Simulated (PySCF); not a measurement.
**Assigning NMR signals**

Atom-mapped SMILES (the numbers label the heavy atoms): `[CH2:1]1[CH2:2][CH2:3][NH:4][CH2:5][CH2:6]1`. Each H is labelled by its parent atom.

Non-relativistic Hamiltonian, one computed conformer, no solvent model, one averaged value for each set of equivalent atoms. Geometry from GFN2-xTB; shieldings: GIAO PBE0/pcSseg-1; PySCF 2.14.0 with density-fitted response routines.

Referencing at the same level of theory: 13C, 1H against TMS.

(1) Assign these signals to the numbered atoms. 13C{1H} NMR (computed): δ 52.1 (CH2), 33.2 (CH2), 29.5 (CH2).

(2) Assign these signals to the numbered atoms. 1H NMR (400 MHz, computed): δ 2.87 (m, 4H), 1.68 (m, 2H), 1.29 (m, 4H), -0.05 (br s, 1H).

Results:

(1) 
52.1 → C3/C5, sp3 CH2 bonded to N: pulled downfield by the heteroatom
33.2 → C2/C6, sp3 CH2 in a ring: saturated and bonded to C and H only
29.5 → C1, sp3 CH2 in a ring

(2) 
2.87 → H(C3)/H(C5), hydrogen on an sp3 CH2 bonded to N: its carbon carries N, hence the downfield position
1.68 → H(C1), hydrogen on an sp3 CH2 in a ring: far from electronegative atoms and π systems
1.29 → H(C2)/H(C6), hydrogen on an sp3 CH2 in a ring
-0.05 → H(N4), hydrogen on an amine nitrogen: exchangeable, gas-phase position

The OH or NH signal is concentration- and solvent-dependent in practice; the value given is the gas-phase one. Shifts are as computed. Against solution values, carbons near 30 ppm lie about +3 ppm off and those near 130 ppm about +5 ppm. Of 1211 compounds with measured shifts, 218 miss one by over three times the rms of a fit or turn the order of signals round; such compounds aren't used in these exercises. Multiplicities follow the n + 1 count of equivalent neighbours, as no J values were calculated; m marks all less simple cases, F and P coupling included.
